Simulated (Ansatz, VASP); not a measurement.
Eu: VASP beside Ansatz

File INCAR:

```
SYSTEM = Eu
PREC     = Accurate       ! precision mode
ENCUT    = 520            ! plane-wave cutoff, eV
EDIFF    = 1E-6           ! SCF threshold, eV
ISMEAR   = 0              ! smearing method
SIGMA    = 0.05           ! smearing width, eV
LREAL    = .False.        ! projectors in reciprocal space
LASPH    = .True.         ! aspherical terms in the spheres
NELM     = 150            ! most SCF steps
ALGO     = Normal         ! electronic algorithm
ISIF     = 2              ! what is computed and relaxed
LWAVE    = .False.        ! write WAVECAR
LCHARG   = .False.        ! write CHGCAR
LMAXMIX  = 6              ! l up to which the mixer works
LDAU     = .True.         ! DFT+U
LDAUTYPE = 2            
LDAUL    = 3              ! shell
LDAUU    = 5              ! U, eV
LDAUJ    = 0            
LDAUPRINT= 1            
GGA      = PS             ! functional
NBANDS   = 14             ! bands
```

KPOINTS

```
Automatic mesh
0
Gamma
  10 10 10
  0 0 0
```

File POSCAR:

```
Eu
1.0
   -2.3050001490      2.3050001490      2.3050001490
    2.3050001490     -2.3050001490      2.3050001490
    2.3050001490      2.3050001490     -2.3050001490
Eu
1
Direct
    0.0000000000      0.0000000000      0.0000000000
```

Input for Ansatz:

```yaml
crystal:
  lattice:
    - [-2.305000149, 2.305000149, 2.305000149]
    - [2.305000149, -2.305000149, 2.305000149]
    - [2.305000149, 2.305000149, -2.305000149]
  atoms:
    - { symbol: Eu, position: [0.0, 0.0, 0.0] }
basis:
  ecutwfc: 420
  ecutrho_ratio: 4
kpoints:
  mp_grid: { grid: [10, 10, 10] }
hamiltonian:
  xc: pbesol
  hubbard: { sites: [{ species: Eu, l: f, u_eff: 5.0 }] }
scf:
  occupations: { method: gaussian, width: 0.05 }
output:
  forces: true
  stress: true
  eigenvalues: true
  populations: true
  hubbard: { sites: [{ species: Eu, l: f }] }
```

Alike in both runs: task single point; functional PBEsol; k mesh 10 × 10 × 10; occupations gaussian, width 0.05 eV; no spin polarisation; Hubbard terms Eu f U = 5.0 eV.

|  | VASP | Ansatz |
| --- | --- | --- |
| version | VASP 6.6.1 | Ansatz 0.2.0 |
| potentials or method | VASP PAW PBE potentials, release 64 (Eu) | scalar-relativistic, plane waves, PAW |
| plane-wave cutoff (eV) | 520 | 420 |
| valence electrons in the cell | 17 | 17 |

```csv
,VASP,Ansatz,Ansatz less VASP
gap on the k mesh at the Fermi level (eV),none,none,-
pressure (GPa),-6.2,-2.5,+3.63
```

The programs project onto different local orbitals, so the same U acts differently. A gap of «none» marks a metal or a gap that the smearing closes. Ansatz warned: «filled_band_counts_differ_across_k_points».

Caveats: the PAW data sets were made with another functional, which shifts forces and pressure a little (VASP); U without spin polarisation on a metal has little footing. Spin polarisation is off, so any magnetic state and its effect on volume and gap are missing. The runs have no spin-orbit coupling, so splittings on Eu are missing.
